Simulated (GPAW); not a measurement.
The system is Te2Mo.

```
Te Mo
1.0
     3.51820    0.00000    0.00000
    -1.75910    3.04685    0.00000
     0.00000    0.00000   13.97360
Te Mo
4 2
Direct
  0.66667 0.33333 0.37900
  0.33333 0.66667 0.62100
  0.33333 0.66667 0.87900
  0.66667 0.33333 0.12100
  0.66667 0.33333 0.75000
  0.33333 0.66667 0.25000
```

```yaml
Program: GPAW 26.7.0
Task: relaxation of cell and atoms
Functional: r2SCAN
Potentials_or_basis: GPAW PAW data sets (gpaw-data 1.2.1)
Cutoff: 600 eV
Basis: pw
k_mesh: 5 × 5 × 2
Occupations: fermi-dirac, width 0.05 eV
Spin: no spin polarisation
```

At the start: pressure 1.8 GPa; volume 24.96 Å³/atom.

Where does the relaxation end?

Over 11 steps the energy falls by 11.4 meV/atom and the volume is 26.79 Å³/atom (+7.3 %); space group P6_3/mmc (No. 194, to 0.05 Å).

The path:
```csv
step,energy change (eV),largest force (eV/Å),pressure (GPa),volume (Å³)
1,0.0000,0.1345,1.77,149.79
2,-0.0045,0.1290,1.68,150.08
3,-0.0476,0.0247,0.13,155.76
4,-0.0482,0.0220,0.07,156.03
5,-0.0516,0.0167,-0.19,157.32
6,-0.0563,0.0189,-0.40,158.74
7,-0.0633,0.0310,-0.53,160.51
8,-0.0676,0.0381,-0.39,161.36
9,-0.0685,0.0296,-0.19,161.25
10,-0.0686,0.0173,-0.08,160.97
11,-0.0686,0.0061,-0.01,160.75
```

Final structure:
```yaml
crystal:
  lattice:
    - [3.56017, 0.00000, 0.00000]
    - [-1.78009, 3.08320, 0.00000]
    - [0.00000, 0.00000, 14.64472]
  atoms:
    - { symbol: Te, position: [0.66667, 0.33333, 0.37199] }
    - { symbol: Te, position: [0.33333, 0.66667, 0.62801] }
    - { symbol: Te, position: [0.33333, 0.66667, 0.87199] }
    - { symbol: Te, position: [0.66667, 0.33333, 0.12801] }
    - { symbol: Mo, position: [0.66667, 0.33333, 0.75000] }
    - { symbol: Mo, position: [0.33333, 0.66667, 0.25000] }
```

Caveat: the k mesh is coarse; later steps reuse the first step's grids; the PAW data sets were made with another functional, which shifts forces and pressure a little.
